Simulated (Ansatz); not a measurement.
# Mn (P6_3/mmc) in Ansatz: a series of runs

One crystal, Mn, is run at these levels: PBEsol; tasks: single point.

Everything below comes from runs of Ansatz 0.2.0. Logs are shortened: lines on timing, memory, paths and dates and some standing lists are left out, and cuts for length are marked.

## (1) Starting point

Symmetry: P6_3/mmc, No. 194, hexagonal system. The conventional cell has a = 2.484 Å, b = 2.484 Å, c = 4.026 Å, α = 90.00°, β = 90.00°, γ = 120.00°. Mn (site symmetry -6m2) has 12 Mn at 2.47 to 2.48 Å as nearest neighbours.

This isn't the form of Mn at room conditions, which is a 58-atom cubic cell.

## (2) Single point, PBEsol, collinear spin, program default start

Input file input.yaml:

```yaml
crystal:
  lattice:
    - [2.4836457705, 0.0, 0.0]
    - [-1.2418228853, 2.1509003313, 0.0]
    - [0.0, 0.0, 4.026195]
  atoms:
    - { symbol: Mn, position: [0.3333333333, 0.6666666667, 0.25] }
    - { symbol: Mn, position: [0.6666666667, 0.3333333333, 0.75] }
hamiltonian:
  xc: pbesol
  pseudopotentials: { kind: paw }
magnetization:
  spin_polarized: true
  initial_magnetization: 0.0
  spin_locking: { lock_magnetization: hard }
kpoints:
  mp_grid: { grid: [10, 10, 6] }
scf:
  occupations: { method: fermi_dirac, width: 0.05 }
  lower_state_search: "off"
output:
  forces: true
  stress: true
  eigenvalues: true
```

Potentials or basis: Ansatz PAW.

The run is started by

```console
$ ansatz run input.yaml --threads 2 --pin off --max-ram 5632MiB --backend cpu --events-out ev --progress --plain --runs-dir out
```

Output:

```text
Warning: output.stress: scf.convergence.dr2_threshold = 1e-7 eV (the SCF's general default) is looser than the 2e-10 eV advised for a printed stress (1e-10 eV for each atom of the cell: 2). What an SCF threshold leaves in a stress goes as its square root, and in the free energy as the threshold itself, and one threshold admits the most on a small cell: of the crystals measured, under no hybrid functional and no lock of the moments, on runs that ended without the residual-converged pass, on stresses that held no estimate of that error, the worst erred by over 100 MPa in a component at 1e-7 eV an atom and by under 5 at 1e-10. Set scf.convergence.dr2_threshold to 2e-10 eV or tighter. The threshold is an SCF's pass mark: one that does not reach it within its budget of iterations ends unconverged, or closes short of it on a stop that the run arms, and scf.convergence.dr2_threshold's page says what that costs each kind of run
Warning: RAYON_NUM_THREADS=2 ignored (pool sized by the plan → 2); use --threads N
Engine: ansatz 0.2.0, aarch64-unknown-linux-gnu
Pseudopotentials: kind: paw
Pseudopotential: Mn, paw, valence charge 15, recommended cutoff 420 eV (normal), Mn.paw.azcp
Functional definition: PBEsol
  exchange = pbesol_x
  correlation = pbesol_c
Crystal: 2 atoms, lattice volume = 21.508 Å³
Basis set: ecut = 420 eV, 391 PW (Γ), exchange–correlation on 36×36×54 points (8 copies of the dense FFT grid, shifted against one another)
Bands: 19, of which v1, the nominal top of the filled ones, is band 15 counted from 1 (14 counted from 0)
Symmetry: 24 space group operations
Space group: P63/mmc (ITA 194), of the structure as read, at distance tolerance 2.8e-5 Å
k-points: 56 of 600
Non-local potential: Mn, projectors of the file, l = 0: 3, l = 1: 2, l = 2: 3, l = 3: 1
PAW form: soft (Blöchl's): semilocal exchange-correlation on the pseudo side does not see the compensation charge
PAW frozen core: Mn, regenerated for the run's functional, and the local potential with it (the file was generated under x = pbe(κ = 0.804, μ = 0.2195149727645171), c = pbe(β = 0.06672455060314922))
PAW one-centre angular grid: Mn, 590 points (default); XC on 64 Gauss nodes
Initial density: superposition of atomic densities (chi_scale 0.1, normalization cell)
Initial wavefunctions: pseudopotential atomic-orbital guess
Functional: x = pbesol(κ = 0.804, μ = 0.12345679012345678), c = pbesol(β = 0.046)
SCF iter   1: F=—  HF=-7738.354385 eV  |F-HF|=—  |Δ(HF+E_count)|=         —  Δρ=7.38e-2 (↑7.38e-2 ↓7.38e-2)  dr2=3.26e0  dr2_m=0.00e0  M=0.000 μB ∫|m|=0.000 μB  β_m=0.30  ethr=3.10e-3  ⟨swp⟩=3.6  Hψ=3951  notcnv=0
preconditioner: auto → none  [metal: Δε(μ)=0.008 eV  Ē_g=4.241 eV  σ=0.050 eV  W_gap=0.04  n_scr=2 (ndim 8)  ℏωp=30.0 eV  f_vac=0.000  D(μ)=2.57/eV (n_scr^D=34)  sad-step TF]
SCF iter   2: F=—  HF=-7737.665226 eV  |F-HF|=—  |Δ(HF+E_count)|=   6.89e-1  Δρ=2.86e-2 (↑2.86e-2 ↓2.86e-2)  dr2=5.48e-1  dr2_m=0.00e0  M=0.000 μB ∫|m|=0.000 μB  β_m=0.38  ethr=3.10e-3  ⟨swp⟩=3.2  Hψ=2302  notcnv=0
SCF iter   3: F=—  HF=-7737.514488 eV  |F-HF|=—  |Δ(HF+E_count)|=   1.51e-1  Δρ=6.14e-3 (↑6.14e-3 ↓6.14e-3)  dr2=1.07e-2  dr2_m=0.00e0  M=0.000 μB ∫|m|=0.000 μB  β_m=0.60  ethr=1.83e-3  ⟨swp⟩=2.1  Hψ=1650  notcnv=0
SCF iter   4: F=—  HF=-7737.517368 eV  |F-HF|=—  |Δ(HF+E_count)|=   2.88e-3  Δρ=2.93e-3 (↑2.93e-3 ↓2.93e-3)  dr2=4.28e-3  dr2_m=0.00e0  M=0.000 μB ∫|m|=0.000 μB  β_m=0.80  ethr=3.55e-5  ⟨swp⟩=2.8  Hψ=2551  notcnv=0
SCF iter   5: F=—  HF=-7737.518087 eV  |F-HF|=—  |Δ(HF+E_count)|=   7.20e-4  Δρ=4.53e-4 (↑4.53e-4 ↓4.53e-4)  dr2=7.74e-5  dr2_m=0.00e0  M=0.000 μB ∫|m|=0.000 μB  β_m=0.77  ethr=1.43e-5  ⟨swp⟩=2.0  Hψ=1645  notcnv=0
SCF iter   6: F=—  HF=-7737.518061 eV  |F-HF|=—  |Δ(HF+E_count)|=   2.61e-5  Δρ=7.19e-5 (↑7.19e-5 ↓7.19e-5)  dr2=1.81e-6  dr2_m=0.00e0  M=0.000 μB ∫|m|=0.000 μB  β_m=0.70  ethr=2.58e-7  ⟨swp⟩=2.1  Hψ=1757  notcnv=0
SCF iter   7: F=—  HF=-7737.518061 eV  |F-HF|=—  |Δ(HF+E_count)|=   4.90e-7  Δρ=2.05e-5 (↑2.05e-5 ↓2.05e-5)  dr2=2.50e-7  dr2_m=0.00e0  M=0.000 μB ∫|m|=0.000 μB  β_m=0.74  ethr=6.04e-9  ⟨swp⟩=2.2  Hψ=1796  notcnv=0
SCF iter   8: F=-7737.518061 eV  HF=-7737.518061 eV  |F-HF|=3.37e-10  |Δ(HF+E_count)|=   2.11e-8  Δρ=1.11e-6 (↑1.11e-6 ↓1.11e-6)  dr2=6.60e-10  dr2_m=0.00e0  M=0.000 μB ∫|m|=0.000 μB  ethr=3.33e-10  ⟨swp⟩=5.0  Hψ=4672  notcnv=0
SCF 1 converged in 8 iterations: F = -7737.518061 eV  dr2 = 6.60e-10
SCF converged after 8 iterations
Stability checked in part: among states of this total moment the steps that led to this state did not find it unstable. No probe was made; neither looks for a lower state of another moment (fixed_total_moment; see scf.lower_state_search)
Magnetization: 0.0000 μB (15.0000 up, 15.0000 down)
Absolute magnetization: 0.0000 μB (∫|ρ↑−ρ↓|)
Spin contamination: 0.0000 ħ² per cell (⟨S²⟩ above its minimum at these occupations)
Per-site moments (μB) at R_I (Å): [(0.0, 1.0195283593829112), (0.0, 1.0195283593829112)]
Free energy (F): -7737.518061 eV
Harris-Foulkes:  -7737.518061 eV  (|F-HF|=3.37e-10)
Internal energy: -7737.495296 eV  (E = F + TS)
E sigma→0 (E₀):  -7737.506678 eV
Entropy (-TS):   -0.022765 eV (-11.382 meV/atom)
Fermi energy:    20.015201 (↑ 20.015201, ↓ 20.015201) eV
--- Per-component energies (eV) ---
  E_band       = -317.262035
  E_kinetic    = 617.340826
  E_local      = -3125.270114  (includes V_loc(G=0)·N_el)
  E_nonlocal   = 474.973093
  E_hartree    = 1297.434500
  E_xc         = -230.430650
  E_vxc        = -296.445266  (∫ρ·V_xc dr)
  E_paw        = -2532.585785  (= ΣΔE_a)
  E_vpaw       = -582.731293  (= ΣTr[D̂ρ^β])
  E_aug_tail   = -0.000018  (compensation charges beyond the density's cutoff)
  E_ewald      = -4239.296449
  E_core_change = 0.339301  (= ΣΔE_core)
  E_smearing   = -0.022765  (= −TS)
  E_closure    = -0.000000  (closes the sum)
  Σ components = -7737.518061   (vs F -7737.518061, Δ=0.00e0)
--- Forces (eV/Å), atoms counted from 1 ---
  atom   1  Mn    -0.00000000    -0.00000000     0.00000000
  atom   2  Mn     0.00000000     0.00000000    -0.00000000
  max |Σ_I F_I| component: 3.47e-18 eV/Å
--- Stress (GPa, compression-positive) ---
      -11.503318       0.000000       0.000000
       -0.000000     -11.503318      -0.000000
        0.000000      -0.000000     -11.926583
  P = ⅓ Tr σ = -11.6444 GPa (-116.444 kbar)
--- Band table (eV; the first three rows and the last of 112) ---
  k-point 0 ↑: bands = ["-58.8802", "-58.7173", "-28.0733", "-27.3944", "-27.3944", "-27.2890", "-27.2890", "-27.2866", "11.7627", "15.5489", "19.0322", "19.0672", "19.0672", "19.5403", "19.5403", "20.0728", "20.0728", "20.6691", "21.6416"]
  k-point 1 ↑: bands = ["-58.8694", "-58.7283", "-28.0220", "-27.3874", "-27.3874", "-27.3409", "-27.2961", "-27.2961", "12.0587", "15.4920", "18.9200", "18.9828", "18.9828", "19.4317", "19.4317", "19.9259", "20.3025", "20.3025", "21.6262"]
  k-point 2 ↑: bands = ["-58.8398", "-58.7583", "-27.8811", "-27.4879", "-27.3681", "-27.3681", "-27.3155", "-27.3155", "12.8944", "15.0917", "18.6516", "18.8080", "18.9114", "18.9114", "19.1953", "19.1953", "20.7669", "20.7669", "21.5114"]
  k-point 55 ↓: bands = ["-58.6860", "-58.6860", "-27.9171", "-27.9171", "-27.7151", "-27.7151", "-27.4252", "-27.4252", "16.8673", "16.8673", "17.6124", "17.6124", "18.3935", "18.3935", "20.0440", "20.0440", "21.7542", "21.7542", "26.8168"]
```

It took 1.1 s on 2 threads of Arm Neoverse V1, shared host; peak memory 0.28 GiB.

What came out:

```yaml
Free_energy: -7737.5181 eV
Pressure: -11.6 GPa
Net_moment: 0.00 μB per cell
Absolute_moment: 0.00 μB per cell
```

Caveat: the total moment is fixed, so each spin has its own Fermi level; the PAW data sets come from PBE, with cores solved anew for the run's functional, which leaves a small shift of forces and pressure; the thresholds are loose for stress.

## (3) Single point, PBEsol, collinear spin, ferromagnetic start

input.yaml, as its differences from that of step 2:

```diff
@@ -6,4 +6,4 @@
   atoms:
-    - { symbol: Mn, position: [0.3333333333, 0.6666666667, 0.25] }
-    - { symbol: Mn, position: [0.6666666667, 0.3333333333, 0.75] }
+    - { symbol: Mn, position: [0.3333333333, 0.6666666667, 0.25], spin: 1.0 }
+    - { symbol: Mn, position: [0.6666666667, 0.3333333333, 0.75], spin: 1.0 }
 hamiltonian:
@@ -13,3 +13,3 @@
   spin_polarized: true
-  initial_magnetization: 0.0
+  initial_magnetization: 2.0
   spin_locking: { lock_magnetization: hard }
```

Potentials or basis: Ansatz PAW.

The run is started by

```console
$ ansatz run input.yaml --threads 2 --pin off --max-ram 5632MiB --backend cpu --events-out ev --progress --plain --runs-dir out
```

Output:

```text
Warning: output.stress: scf.convergence.dr2_threshold = 1e-7 eV (the SCF's general default) is looser than the 2e-10 eV advised for a printed stress (1e-10 eV for each atom of the cell: 2). What an SCF threshold leaves in a stress goes as its square root, and in the free energy as the threshold itself, and one threshold admits the most on a small cell: of the crystals measured, under no hybrid functional and no lock of the moments, on runs that ended without the residual-converged pass, on stresses that held no estimate of that error, the worst erred by over 100 MPa in a component at 1e-7 eV an atom and by under 5 at 1e-10. Set scf.convergence.dr2_threshold to 2e-10 eV or tighter. The threshold is an SCF's pass mark: one that does not reach it within its budget of iterations ends unconverged, or closes short of it on a stop that the run arms, and scf.convergence.dr2_threshold's page says what that costs each kind of run
Warning: RAYON_NUM_THREADS=2 ignored (pool sized by the plan → 2); use --threads N
Engine: ansatz 0.2.0, aarch64-unknown-linux-gnu
Pseudopotentials: kind: paw
Pseudopotential: Mn, paw, valence charge 15, recommended cutoff 420 eV (normal), Mn.paw.azcp
Functional definition: PBEsol
  exchange = pbesol_x
  correlation = pbesol_c
Crystal: 2 atoms, lattice volume = 21.508 Å³
Basis set: ecut = 420 eV, 391 PW (Γ), exchange–correlation on 36×36×54 points (8 copies of the dense FFT grid, shifted against one another)
Bands: 20, of which v1, the nominal top of the filled ones, is band 15 counted from 1 (14 counted from 0)
Symmetry: 24 space group operations
Space group: P63/mmc (ITA 194), of the structure as read, at distance tolerance 2.8e-5 Å
Magnetic group: BNS 194.263 (UNI 1493), of the structure as read, at distance tolerance 2.8e-5 Å
k-points: 56 of 600
Non-local potential: Mn, projectors of the file, l = 0: 3, l = 1: 2, l = 2: 3, l = 3: 1
PAW form: soft (Blöchl's): semilocal exchange-correlation on the pseudo side does not see the compensation charge
PAW frozen core: Mn, regenerated for the run's functional, and the local potential with it (the file was generated under x = pbe(κ = 0.804, μ = 0.2195149727645171), c = pbe(β = 0.06672455060314922))
PAW one-centre angular grid: Mn, 590 points (default); XC on 64 Gauss nodes
Initial density: superposition of atomic densities (chi_scale 0.1, normalization cell)
Starting moments: Σ|m| = 2 μB on 2 of 2 sites
Initial wavefunctions: pseudopotential atomic-orbital guess
Functional: x = pbesol(κ = 0.804, μ = 0.12345679012345678), c = pbesol(β = 0.046)
SCF iter   1: F=—  HF=-7737.937944 eV  |F-HF|=—  |Δ(HF+E_count)|=         —  Δρ=7.05e-2 (↑7.05e-2 ↓6.55e-2)  dr2=2.75e0  dr2_m=1.23e-2  M=2.000 μB ∫|m|=2.000 μB  β_m=0.30  ethr=3.10e-3  ⟨swp⟩=3.3  Hψ=8052  notcnv=0
preconditioner: auto → none  [metal: Δε(μ)=0.024 eV  Ē_g=4.889 eV  σ=0.050 eV  W_gap=0.12  n_scr=2 (ndim 8)  ℏωp=30.0 eV  f_vac=0.000  D(μ)=3.01/eV (n_scr^D=36)  sad-step TF]
SCF iter   2: F=—  HF=-7737.366450 eV  |F-HF|=—  |Δ(HF+E_count)|=   5.71e-1  Δρ=2.88e-2 (↑2.77e-2 ↓2.88e-2)  dr2=5.18e-1  dr2_m=5.09e-3  M=2.000 μB ∫|m|=2.000 μB  β_m=0.40  ethr=3.10e-3  ⟨swp⟩=3.1  Hψ=4607  notcnv=0  defer=22
[... 13 lines left out ...]
Absolute magnetization: 2.0010 μB (∫|ρ↑−ρ↓|, with the PAW one-centre terms)
Spin contamination: 0.0051 ħ² per cell (⟨S²⟩ above its minimum at these occupations)
Per-site moments (μB) at R_I (Å): [(0.9417718578038146, 1.0195283593829112), (0.9417718578038142, 1.0195283593829112)]
Free energy (F): -7737.248196 eV
Harris-Foulkes:  -7737.248196 eV  (|F-HF|=1.58e-9)
Internal energy: -7737.217011 eV  (E = F + TS)
E sigma→0 (E₀):  -7737.232604 eV
Entropy (-TS):   -0.031185 eV (-15.593 meV/atom)
Fermi energy:    20.242319 (↑ 20.488706, ↓ 19.995931) eV
--- Per-component energies (eV) ---
  E_band       = -314.757620
  E_kinetic    = 617.539431
  E_local      = -3128.876681  (includes V_loc(G=0)·N_el)
  E_nonlocal   = 476.999829
  E_hartree    = 1300.163968
  E_xc         = -230.319887
  E_vxc        = -296.298955  (∫ρ·V_xc dr)
  E_paw        = -2533.766505  (= ΣΔE_a)
  E_vpaw       = -584.445145  (= ΣTr[D̂ρ^β])
  E_aug_tail   = -0.000018  (compensation charges beyond the density's cutoff)
  E_ewald      = -4239.296449
  E_core_change = 0.339301  (= ΣΔE_core)
  E_smearing   = -0.031185  (= −TS)
  E_closure    = -0.000000  (closes the sum)
  Σ components = -7737.248196   (vs F -7737.248196, Δ=0.00e0)
--- Forces (eV/Å), atoms counted from 1 ---
  atom   1  Mn     0.00000000     0.00000000     0.00000000
  atom   2  Mn     0.00000000    -0.00000000    -0.00000000
  max |Σ_I F_I| component: 1.39e-17 eV/Å
--- Stress (GPa, compression-positive) ---
       -4.970557       0.000000       0.000000
        0.000000      -4.970557      -0.000000
        0.000000      -0.000000      -3.087509
  P = ⅓ Tr σ = -4.3429 GPa (-43.429 kbar)
--- Band table (eV; the first three rows and the last of 112) ---
  k-point 0 ↑: bands = ["-59.2773", "-59.1155", "-28.4400", "-27.8019", "-27.8019", "-27.6970", "-27.6970", "-27.6590", "11.6082", "15.3281", "18.7058", "18.7058", "18.7473", "19.1705", "19.1705", "19.6627", "19.6627", "20.5277", "21.2149", "21.2149", "28.9677", "40.6110", "43.8246", "43.8969"]
  k-point 1 ↑: bands = ["-59.2665", "-59.1265", "-28.3891", "-27.7949", "-27.7949", "-27.7128", "-27.7041", "-27.7041", "11.9039", "15.2784", "18.6190", "18.6190", "18.6381", "19.0624", "19.0624", "19.7611", "19.8929", "19.8929", "21.2001", "21.2001", "30.2301", "40.3243", "43.0979", "43.2787"]
  k-point 2 ↑: bands = ["-59.2371", "-59.1563", "-28.2492", "-27.8588", "-27.7757", "-27.7757", "-27.7233", "-27.7233", "12.7380", "14.9040", "18.3791", "18.5460", "18.5460", "18.5953", "18.8274", "18.8274", "20.3536", "20.3536", "21.0876", "21.0876", "33.0534", "39.1908", "41.5853", "42.1735"]
  k-point 55 ↓: bands = ["-58.0491", "-58.0491", "-27.3051", "-27.3051", "-27.0951", "-27.0951", "-26.8084", "-26.8084", "17.2758", "17.2758", "18.0464", "18.0464", "18.7963", "18.7963", "20.6021", "20.6021", "22.3019", "22.3019", "27.1948", "27.1948", "30.6191", "30.6191", "32.7165", "32.7165"]
```

Run time: 2.4 s. Hardware: 2 threads of Arm Neoverse V1, shared host; peak memory 0.3 GiB.

What came out:

| Item | Value |
| --- | --- |
| Free energy | -7737.2482 eV |
| Pressure | -4.3 GPa |
| Net moment | 2.00 μB per cell |
| Absolute moment | 2.00 μB per cell |
| Site moments | Mn +0.94 μB |

Caveat: the total moment is fixed, so each spin has its own Fermi level; the PAW data sets come from PBE, with cores solved anew for the run's functional, which leaves a small shift of forces and pressure; the thresholds are loose for stress.
